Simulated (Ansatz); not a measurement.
## LiCl (P6_3mc): G0W0 against its settings

LiCl (P6_3mc) from a database structure, relaxed with r2SCAN; one-shot G0W0 in Ansatz without spin-orbit coupling. Spin-unpolarised throughout; all numbers are computed.

```yaml
crystal:
  lattice:
    - [3.89374, 0.00000, 0.00000]
    - [-1.94687, 3.37208, 0.00000]
    - [0.00000, 0.00000, 6.22588]
  atoms:
    - { symbol: Li, position: [0.66667, 0.33333, 0.87808] }
    - { symbol: Li, position: [0.33333, 0.66667, 0.37808] }
    - { symbol: Cl, position: [0.66667, 0.33333, 0.49692] }
    - { symbol: Cl, position: [0.33333, 0.66667, 0.99692] }
```

Gaps are read over the mesh points alone. G0W0 here is at a finite number of bands, screening cutoff and k mesh, not at the basis limit.
```tsv
start	potentials	frequency model	mesh	empty bands	screening cutoff (eV)	Kohn-Sham gap (eV)	G0W0 gap (eV)	rough cost
r2SCAN	PAW	contour deformation	6×6×2	132	80	6.69	8.90	90 core-seconds
r2SCAN	PAW	contour deformation	6×6×2	307	140	6.69	9.09	8 core-minutes
r2SCAN	PAW	contour deformation	6×6×2	564	210	6.69	9.19	40 core-minutes
HSE06	PAW	contour deformation	6×6×2	307	140	7.35	9.32	12 core-minutes
LDA	PAW	contour deformation	6×6×2	307	140	5.60	8.53	8 core-minutes
PBE	PAW	contour deformation	6×6×2	307	140	6.02	8.72	8 core-minutes
r2SCAN	PAW	Godby-Needs pole	6×6×2	307	140	6.69	9.04	10 core-minutes
r2SCAN	PAW	contour deformation	6×6×4	132	80	6.69	8.89	4 core-minutes
r2SCAN	norm-conserving	contour deformation	6×6×2	307	140	6.69	9.09	15 core-minutes
```

G0W0 moves the gap on the mesh from 6.69 eV (r2SCAN) to 9.19 eV (direct at Γ). Renormalisation factors Z lie between 0.82 and 0.87.

Raising bands and cutoff together moves the gap by +0.19 eV (80 to 140 eV), then +0.10 eV (140 to 210 eV); the last step is still large, so the basis limit isn't reached. Starting from HSE06 (7.35 eV against r2SCAN's 6.69 eV) gives 9.32 eV, +0.23 eV from G0W0@r2SCAN at the same screening cutoff. Starting from LDA (5.60 eV against r2SCAN's 6.69 eV) gives 8.53 eV, -0.56 eV from G0W0@r2SCAN at the same screening cutoff. Starting from PBE (6.02 eV against r2SCAN's 6.69 eV) gives 8.72 eV, -0.37 eV from G0W0@r2SCAN at the same screening cutoff. The Godby-Needs plasmon pole differs from contour deformation by -0.05 eV. A 6×6×4 mesh in place of 6×6×2 changes the opening over r2SCAN by -0.01 eV (the gap on the mesh by -0.01 eV). Norm-conserving potentials (wave cutoff 1034 eV against 500 eV) shift the quasiparticle gap by 0.00 eV and the r2SCAN gap by 0.00 eV. r2SCAN runs take a wave cutoff of 500 eV.
